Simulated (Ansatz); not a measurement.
The system is Ge.

```
Ge
1.0
     1.39715   -2.60052    0.00000
     1.39715    2.60052    0.00000
     0.00000    0.00000    2.69823
Ge
1
Direct
  0.50000 0.50000 0.00000
```

This isn't the form of Ge at room conditions, which is diamond.

| Property | Result |
| --- | --- |
| Program | Ansatz 0.2.0 |
| Task | relaxation of cell and atoms |
| Functional | RPBE |
| Dispersion | D4 |
| Potentials or basis | Ansatz PAW |
| Cutoff | 420 eV (not typed: the program's choice for these potentials) |
| k mesh | 11 × 11 × 10 |
| Occupations | fermi-dirac, width 0.05 eV |
| Spin | no spin polarisation |

At the start: volume 19.61 Å³/atom.

Task: Where does the relaxation end?

Result: It ends after 7 steps and the volume is 18.21 Å³/atom (-7.1 %); space group P6/mmm (No. 191, to 0.05 Å).

The path:
```
step  energy change (eV)  largest force (eV/Å)  volume (Å³)
   1              0.0000                0.0000        19.61
   2             -0.0264                0.0000        18.01
   3             -0.0272                0.0000        18.20
   4             -0.0274                0.0000        18.21
   5             -0.0275                0.0000        18.20
   6             -0.0275                0.0000        18.21
   7             -0.0272                0.0000        18.21
```

Final structure:
```
Ge
1.0
     1.39651   -2.45172    0.00000
     1.39651    2.45172    0.00000
     0.00000    0.00000    2.65929
Ge
1
Direct
  0.50000 0.50000 0.00000
```

Caveat: the plane-wave basis is chosen anew once the cell has moved, so the energies of steps on either side of that aren't comparable; pairwise dispersion overbinds metals, which lowers pressure and volume; the PAW data sets come from PBE, with cores solved anew for the run's functional, which leaves a small shift of forces and pressure.
